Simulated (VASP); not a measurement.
# BAs (F-43m) in VASP: notebook, part 2 of 3

VASP 6.6.1. Earlier steps stand in the parts before.

## Step 4: G0W0 quasiparticle levels, PBE

Input file POSCAR:

```
BAs
1.0
    0.0000000000      2.3885000000      2.3885000000
    2.3885000000      0.0000000000      2.3885000000
    2.3885000000      2.3885000000      0.0000000000
As B
1 1
Direct
    0.7500000000      0.7500000000      0.7500000000
    0.0000000000      0.0000000000      0.0000000000
```

Input file INCAR.step1:

```
SYSTEM = BAs
PREC = Accurate
ENCUT = 450
EDIFF = 1E-8
ISMEAR = 0
SIGMA = 0.01
LREAL = .False.
LASPH = .True.
NELM = 100
ALGO = Normal
LWAVE = .True.
LCHARG = .False.
GGA = PE
```

Input file INCAR.step2:

```
SYSTEM = BAs
PREC = Accurate
ENCUT = 450
EDIFF = 1E-8
ISMEAR = 0
SIGMA = 0.01
LREAL = .False.
LASPH = .True.
NELM = 1
ALGO = Exact
LWAVE = .True.
LCHARG = .False.
GGA = PE
NBANDS = 36
LOPTICS = .True.
ISTART = 1
```

Input file INCAR.step3:

```
SYSTEM = BAs
PREC = Accurate
ENCUT = 450
EDIFF = 1E-8
ISMEAR = 0
SIGMA = 0.01
LREAL = .False.
LASPH = .True.
ALGO = EVGW0
LWAVE = .False.
LCHARG = .False.
GGA = PE
NELMGW = 1
NBANDS = 36
ENCUTGW = 100
NOMEGA = 48
PRECFOCK = Fast
ISTART = 1
NBANDSGW = 12
```

Input file KPOINTS:

```
Automatic mesh
0
Gamma
  3 3 3
  0 0 0
```

Potentials or basis: VASP PAW PBE potentials, release 64 (As_GW, B_GW).

Launch:

```sh
cat potpaw_PBE.64/As_GW/POTCAR potpaw_PBE.64/B_GW/POTCAR > POTCAR
cp INCAR.step1 INCAR
mpirun -np 1 vasp_std > vasp.out
cp INCAR.step2 INCAR
mpirun -np 1 vasp_std > vasp.out
cp INCAR.step3 INCAR
mpirun -np 1 vasp_std > vasp.out
```

OUTCAR:

```text
SYSTEM = BAs
   PREC = Accurate
   ENCUT = 450
   EDIFF = 1E-8
   ISMEAR = 0
   LREAL = .False.
   LASPH = .True.
   GGA = PE
   NELMGW = 1
   ENCUTGW = 100
   PRECFOCK = Fast
   ISTART = 1

 Found      4 irreducible k-points:

 Following reciprocal coordinates:
            Coordinates               Weight
  0.000000  0.000000  0.000000      1.000000
  0.333333  0.000000  0.000000      8.000000
  0.333333  0.333333  0.000000      6.000000
 -0.333333  0.333333  0.000000     12.000000
   k-points           NKPTS =      4   k-points in BZ     NKDIM =     27   number of bands    NBANDS=     36
   number of dos      NEDOS =    301   number of ions     NIONS =      2
   total plane-waves  NPLWV =  13824
   dimension x,y,z NGX =    24 NGY =   24 NGZ =   24
   dimension x,y,z NGXF=    48 NGYF=   48 NGZF=   48
   ions per type =               1   1
   NGX,Y,Z   is equivalent  to a cutoff of  11.81, 11.81, 11.81 a.u.
   NGXF,Y,Z  is equivalent  to a cutoff of  23.62, 23.62, 23.62 a.u.
 SYSTEM =  BAs
   PREC   = accura    normal or accurate (medium, high low for compatibility)
   ISTART =      1    job   : 0-new  1-cont  2-samecut
   ICHARG =      0    charge: 1-file 2-atom 10-const
   ISPIN  =      1    spin polarized calculation?
   LNONCOLLINEAR =      F non collinear calculations
   LSORBIT =      F    spin-orbit coupling
   LASPH  =      T    aspherical Exc in radial PAW
   ENCUT  =  450.0 eV  33.07 Ry    5.75 a.u.   5.84  5.84  5.84*2*pi/ulx,y,z
   NELM   =     60;   NELMIN=  2; NELMDL=  0     # of ELM steps
   EDIFF  = 0.1E-07   stopping-criterion for ELM
   LREAL  =      F    real-space projection
   EDIFFG = 0.1E-06   stopping-criterion for IOM
   NSW    =      0    number of steps for IOM
   IBRION =     -1    ionic relax: 0-MD 1-quasi-New 2-CG
   NFREE  =      0    steps in history (QN), initial steepest desc. (CG)
   ISIF   =      0    stress and relaxation
   ISYM   =      3    0-nonsym 1-usesym 2-fastsym
   POTIM  = 0.5000    time-step for ionic-motion
   TEBEG  =    0.0;   TEEND  =   0.0 temperature during run
   PSTRESS=    0.0 pullay stress
   NELECT =       8.0000    total number of electrons
   NUPDOWN=      -1.0000    fix difference up-down
   EMIN   =  10.00;   EMAX   =-10.00  energy-range for DOS
   EFERMI =   0.00;   METHOD = LEGACY
   ISMEAR =     0;   SIGMA  =   0.01  broadening in eV -4-tet -1-fermi 0-gaus
   EFERMI_NEDOS =   21; number of points for ismear=-14 and -15
   IALGO  =     38    algorithm
   IMIX   =      4    mixing-type and parameters
     AMIX     =   0.40;   BMIX     =  1.00
     AMIX_MAG =   1.60;   BMIX_MAG =  1.00
  volume/ion in A,a.u.               =      13.63        91.95
  Fermi-wavevector in a.u.,A,eV,Ry     =   1.088018  2.056057 16.106360  1.183784
  Thomas-Fermi vector in A             =   2.224191
   LORBIT       =      0    0 simple, 1 ext, 2 COOP (PROOUT), +10 PAW based schemes
   GGA     = PE    functional components
   LHFCALC =     T    Hartree Fock is set to
   PRECFOCK=fast      Normal, Fast or Accurate (Low or Medium for compatibility)
   ENCUT4O =  -1.0   cutoff for four orbital integrals eV
   NKREDX  =     1    reduce k-point grid by
   NKREDY  =     1    reduce k-point grid by
   NKREDZ  =     1    reduce k-point grid by
   AEXX    =    1.0000 exact exchange contribution
   HFSCREEN=    0.0000 screening length (either q_TF or 0.3 A-1)
   HFSCREENC=   0.0000 screening length for correlation (either q_TF or 0.3 A-1)
   ENCUTFOCK=  -1.0 apply spherical cutoff to Coloumb kernel
   IVDW    =     0    specifies the selected vdW correction
   LEPSILON=     F    determine dielectric tensor
   LRPA    =     F    only Hartree local field effects (RPA)
   LRPAFORCE           =     F    calculate RPA forces
   ENCUTGW             = 100.0    cutoff for response function in eV
   ENCUTGWSOFT         =  80.0    soft cutoff for Coulomb kernel in GW response function in eV
   ENCUTLF             =  -1.0    cutoff for local field effects
   NELMGW              =     1    number of iterations in solving QP/BSE equation
   NELMHF              =     1    number of iterations in the inner HF iteration
   NKREDLFX            =     1    NKREDLFY  =   1   NKREDLFZ  =   1
 non-spin polarized calculation
 Gauss-broadening in eV      SIGMA  =   0.01
  energy-cutoff  :      450.00
  volume of cell :       27.25
 maximum number of plane-waves:       609
  NGX = 14; NGY = 14; NGZ = 14
   NGX = 11   NGY = 11   NGZ = 11
 maximum number of plane-waves:        64
 NGX is ok and might be reduce to    14

 QP shifts <psi_nk| G(iteration)W_0 |psi_nk>: iteration 1
 for sc-GW calculations column KS-energies equals QP-energies in previous step
 and V_xc(KS)=  KS-energies - (<T + V_ion + V_H > + <T+V_H+V_ion>^1  + <V_x>^1)

 k-point   1 :       0.0000    0.0000    0.0000
  band No.  KS-energies  QP-energies   sigma(KS)   V_xc(KS)     V^pw_x(r,r')   Z            occupation Imag(sigma)

      1      -9.1660      -9.7261     -12.4056     -11.6436     -19.5361       0.7351       2.0000       1.3248
      2       6.2712       6.1407     -12.7768     -12.6127     -14.7586       0.7951       2.0000       0.0731
      3       6.2712       6.1407     -12.7768     -12.6127     -14.7586       0.7951       2.0000       0.0731
      4       6.2712       6.1407     -12.7768     -12.6127     -14.7586       0.7951       2.0000       0.0731
      5       9.5022      10.1176     -10.5969     -11.3720      -6.3473       0.7939       0.0000      -0.1110
      6       9.5022      10.1176     -10.5969     -11.3720      -6.3473       0.7939       0.0000      -0.1110
      7       9.5022      10.1176     -10.5969     -11.3720      -6.3473       0.7939       0.0000      -0.1110
      8      10.9398      11.8607     -11.4029     -12.6009      -6.1731       0.7687       0.0000      -0.1787
      9      15.8266      15.9922      -8.6002      -8.8101      -2.9261       0.7887       0.0000      -0.3290
     10      19.1544      19.5473      -9.9007     -10.4036      -4.3233       0.7813       0.0000      -0.3244
     11      19.1544      19.5473      -9.9007     -10.4036      -4.3233       0.7813       0.0000      -0.3244
     12      20.5662      20.7618      -8.7167      -8.9570      -2.4337       0.8139       0.0000      -0.7138

 k-point   2 :       0.3333    0.0000    0.0000
  band No.  KS-energies  QP-energies   sigma(KS)   V_xc(KS)     V^pw_x(r,r')   Z            occupation Imag(sigma)

      1      -7.4438      -7.9379     -12.5327     -11.8436     -19.0407       0.7172       2.0000       1.0005
      2      -0.4983      -0.9323     -12.1787     -11.6070     -15.9378       0.7592       2.0000       0.2862
      3       4.7430       4.5466     -12.5919     -12.3430     -14.8961       0.7885       2.0000       0.0936
      4       4.7430       4.5466     -12.5919     -12.3430     -14.8961       0.7885       2.0000       0.0936
      5       9.1089       9.7168     -10.8127     -11.5888      -6.3177       0.7834       0.0000      -0.1174
      6      11.0558      11.6416     -10.4110     -11.1534      -5.7665       0.7891       0.0000      -0.1452
      7      11.0558      11.6416     -10.4110     -11.1534      -5.7665       0.7891       0.0000      -0.1452
      8      14.9422      15.5041     -10.0014     -10.7376      -4.0879       0.7633       0.0000      -0.3093
      9      17.7374      18.0959      -9.0943      -9.5446      -3.2345       0.7961       0.0000      -0.4168
     10      18.2375      18.6303      -9.6201     -10.1138      -3.9604       0.7956       0.0000      -0.3914
     11      18.2375      18.6303      -9.6201     -10.1138      -3.9604       0.7956       0.0000      -0.3914
     12      22.4274      23.0367      -9.8144     -10.6212      -3.1758       0.7551       0.0000      -0.7006

 k-point   3 :       0.3333    0.3333    0.0000
  band No.  KS-energies  QP-energies   sigma(KS)   V_xc(KS)     V^pw_x(r,r')   Z            occupation Imag(sigma)

      1      -6.8219      -7.3356     -12.5776     -11.8843     -18.8100       0.7408       2.0000       0.9223
      2       0.3098      -0.0631     -12.7575     -12.2710     -16.3876       0.7665       2.0000       0.2544
      3       2.7881       2.4734     -12.2993     -11.8942     -15.0922       0.7768       2.0000       0.1279
      4       2.7881       2.4734     -12.2993     -11.8942     -15.0922       0.7768       2.0000       0.1279
      5       7.5068       7.8258      -9.9534     -10.3531      -5.8545       0.7979       0.0000      -0.0900
      6       9.3531       9.6479      -9.5370      -9.9074      -4.9282       0.7960       0.0000      -0.1165
      7      15.3960      16.2268     -11.0082     -12.0870      -5.2820       0.7701       0.0000      -0.3216
      8      15.3960      16.2268     -11.0082     -12.0870      -5.2820       0.7701       0.0000      -0.3216
      9      17.7541      18.5204     -10.6732     -11.6706      -4.4117       0.7683       0.0000      -0.4484
     10      21.8032      22.2726      -9.8637     -10.4634      -3.8834       0.7829       0.0000      -0.5648
     11      22.0290      22.6600      -9.7392     -10.5747      -3.3072       0.7552       0.0000      -0.6608
     12      25.5856      25.9296      -9.2253      -9.6682      -2.5477       0.7768       0.0000      -0.9897

 k-point   4 :      -0.3333    0.3333    0.0000
  band No.  KS-energies  QP-energies   sigma(KS)   V_xc(KS)     V^pw_x(r,r')   Z            occupation Imag(sigma)

      1      -5.3389      -5.7155     -12.7534     -12.2478     -18.4720       0.7448       2.0000       0.7244
      2      -1.6114      -2.1382     -12.6667     -11.9690     -17.1029       0.7550       2.0000       0.4103
      3       0.1557      -0.3077     -11.5992     -11.0017     -14.8096       0.7756       2.0000       0.2111
      4       3.1964       2.9040     -12.3870     -12.0124     -15.0695       0.7804       2.0000       0.1179
      5       8.7106       9.0558      -9.8340     -10.2680      -5.4294       0.7952       0.0000      -0.1043
      6      13.5084      14.2969     -10.6644     -11.6901      -5.1125       0.7687       0.0000      -0.2504
      7      14.3617      15.1405     -10.7058     -11.7080      -5.1334       0.7771       0.0000      -0.2944
      8      15.6007      16.2797     -10.8234     -11.7060      -4.9689       0.7695       0.0000      -0.3500
      9      15.7170      16.1511      -9.8307     -10.3779      -4.5681       0.7935       0.0000      -0.2629
     10      18.3558      18.6952      -9.5604      -9.9829      -4.0989       0.8034       0.0000      -0.3674
     11      23.1158      23.8362     -10.3456     -11.3129      -3.3076       0.7448       0.0000      -0.8326
     12      24.7319      25.0441      -8.9021      -9.3001      -2.4061       0.7843       0.0000      -0.8032
```

Run time: 11 s. Hardware: 1 thread of Intel Xeon Platinum 8259CL at 2.50GHz (Skylake/Cascade Lake), shared host; peak memory 0.17 GiB.

The run converged, but some of its settings lie outside the range that counts as converged, so its numbers aren't taken as properties of the crystal.

What came out:

- Band gap on the k mesh, mean-field level: 1.24 eV, indirect (least direct gap 3.23 eV)
- Quasiparticle gap: 1.69 eV
- Least direct quasiparticle gap: 3.98 eV

Caveat: the k mesh is coarse (spacing up to 0.76 Å⁻¹), so the values aren't converged; bands, screening cutoff and mesh are small and nothing is extrapolated, so the quasiparticle values aren't converged; an odd mesh through Γ misses points on the zone boundary, where band edges often lie.

## Step 5: G0W0 quasiparticle levels, PBE

POSCAR is that of step 4.

Edit INCAR.step1 of step 4 so:

```diff
@@ -2,3 +2,3 @@
 PREC = Accurate
-ENCUT = 450
+ENCUT = 400
 EDIFF = 1E-8
```

Edit INCAR.step2 of step 4 so:

```diff
@@ -2,3 +2,3 @@
 PREC = Accurate
-ENCUT = 450
+ENCUT = 400
 EDIFF = 1E-8
```

Edit INCAR.step3 of step 4 so:

```diff
@@ -2,3 +2,3 @@
 PREC = Accurate
-ENCUT = 450
+ENCUT = 400
 EDIFF = 1E-8
@@ -14,3 +14,3 @@
 NBANDS = 36
-ENCUTGW = 100
+ENCUTGW = 150
 NOMEGA = 48
```

KPOINTS is that of step 4.

Potentials or basis: VASP PAW PBE potentials, release 64 (As_GW, B_GW).

Launch:

```sh
cat potpaw_PBE.64/As_GW/POTCAR potpaw_PBE.64/B_GW/POTCAR > POTCAR
cp INCAR.step1 INCAR
mpirun -np 1 vasp_std > vasp.out
cp INCAR.step2 INCAR
mpirun -np 1 vasp_std > vasp.out
cp INCAR.step3 INCAR
mpirun -np 1 vasp_std > vasp.out
```

OUTCAR:

```text
SYSTEM = BAs
   PREC = Accurate
   ENCUT = 400
   EDIFF = 1E-8
   ISMEAR = 0
   LREAL = .False.
   LASPH = .True.
   GGA = PE
   NELMGW = 1
   ENCUTGW = 150
   PRECFOCK = Fast
   ISTART = 1

 Found      4 irreducible k-points:

 Following reciprocal coordinates:
            Coordinates               Weight
[... 85 lines left out ...]
      1      -9.1660      -9.7468     -12.4342     -11.6437     -19.5361       0.7349       2.0000       1.3259
      2       6.2714       6.0946     -12.8353     -12.6128     -14.7587       0.7946       2.0000       0.0697
      3       6.2714       6.0946     -12.8353     -12.6128     -14.7587       0.7946       2.0000       0.0697
      4       6.2714       6.0946     -12.8353     -12.6128     -14.7587       0.7946       2.0000       0.0697
      5       9.5023      10.1184     -10.5958     -11.3720      -6.3473       0.7938       0.0000      -0.1109
      6       9.5023      10.1184     -10.5958     -11.3720      -6.3473       0.7938       0.0000      -0.1109
      7       9.5023      10.1184     -10.5958     -11.3720      -6.3473       0.7938       0.0000      -0.1109
      8      10.9399      11.8394     -11.4304     -12.6015      -6.1735       0.7681       0.0000      -0.1799
      9      15.8268      15.9858      -8.6086      -8.8101      -2.9262       0.7888       0.0000      -0.3281
     10      19.1547      19.5526      -9.8946     -10.4038      -4.3234       0.7816       0.0000      -0.3244
     11      19.1547      19.5526      -9.8946     -10.4038      -4.3234       0.7816       0.0000      -0.3244
     12      20.5664      20.7763      -8.6993      -8.9570      -2.4337       0.8144       0.0000      -0.7174
[... 36 lines left out ...]
      1      -5.3387      -5.7428     -12.7905     -12.2479     -18.4721       0.7446       2.0000       0.7241
      2      -1.6112      -2.1635     -12.7014     -11.9693     -17.1030       0.7545       2.0000       0.4099
      3       0.1560      -0.3254     -11.6227     -11.0018     -14.8097       0.7753       2.0000       0.2102
      4       3.1966       2.8740     -12.4262     -12.0125     -15.0695       0.7799       2.0000       0.1150
      5       8.7107       9.0556      -9.8342     -10.2681      -5.4295       0.7948       0.0000      -0.1041
      6      13.5090      14.2895     -10.6737     -11.6899      -5.1125       0.7681       0.0000      -0.2533
      7      14.3621      15.1375     -10.7098     -11.7081      -5.1335       0.7767       0.0000      -0.2970
      8      15.6008      16.2640     -10.8439     -11.7064      -4.9687       0.7689       0.0000      -0.3536
      9      15.7172      16.1347      -9.8516     -10.3780      -4.5686       0.7931       0.0000      -0.2640
     10      18.3558      18.6941      -9.5621      -9.9830      -4.0989       0.8035       0.0000      -0.3677
     11      23.1176      23.8252     -10.3623     -11.3126      -3.3073       0.7447       0.0000      -0.8487
     12      24.7325      25.0482      -8.8977      -9.3000      -2.4060       0.7846       0.0000      -0.8081
```

OUTCAR.step1:

```text
SYSTEM = BAs
   PREC = Accurate
   ENCUT = 400
   EDIFF = 1E-8
   ISMEAR = 0
   LREAL = .False.
   LASPH = .True.
[... 151 lines left out ...]
      3.58275      3.58275      3.58275         0.000000      0.000000      0.000000
      0.00000      0.00000      0.00000        -0.000000     -0.000000     -0.000000
 -----------------------------------------------------------------------------------
    total drift:                               -0.000000     -0.000000     -0.000000

  FREE ENERGIE OF THE ION-ELECTRON SYSTEM (eV)
  ---------------------------------------------------
  free  energy   TOTEN  =       -10.7732846461 eV

  energy  without entropy=      -10.7732846461  energy(sigma->0) =      -10.77328465
```

OUTCAR.step2:

```text
SYSTEM = BAs
   PREC = Accurate
   ENCUT = 400
   EDIFF = 1E-8
[... 519 lines left out ...]
  --------------------------------------------------------------------------------------------------------------
     0.00000    20.97920    20.97920    20.97920     0.00000     0.00000    -0.00000
     0.85204    21.73348    21.73348    21.73348     0.00000     0.00000    -0.00000
     1.70408    24.54358    24.54358    24.54358     0.00000     0.00000    -0.00000
     2.55612    32.90359    32.90359    32.90359     0.00000     0.00000    -0.00000
     3.40816     6.57544     6.57544     6.57544     0.00000     0.00000    -0.00000
     4.26021    87.65511    87.65511    87.65511     0.00000     0.00000    -0.00000
[... 92 lines left out ...]
    83.50003     0.91606     0.91606     0.91606    -0.00000    -0.00000     0.00000
    84.35207     0.91780     0.91780     0.91780    -0.00000    -0.00000     0.00000
```

Wall time 12 s (1 thread of Intel Xeon Platinum 8259CL at 2.50GHz (Skylake/Cascade Lake), shared host); peak memory 0.15 GiB.

The run converged, but some of its settings lie outside the range that counts as converged, so its numbers aren't taken as properties of the crystal.

What came out:

```
Band gap on the k mesh, mean-field level : 1.24 eV, indirect (least direct gap 3.23 eV)
Quasiparticle gap                        : 1.73 eV
Least direct quasiparticle gap           : 4.02 eV
```

Caveat: the k mesh is coarse (spacing up to 0.76 Å⁻¹), so the values aren't converged; bands, screening cutoff and mesh are small and nothing is extrapolated, so the quasiparticle values aren't converged; an odd mesh through Γ misses points on the zone boundary, where band edges often lie.

(Continued in part 3 of 3.)
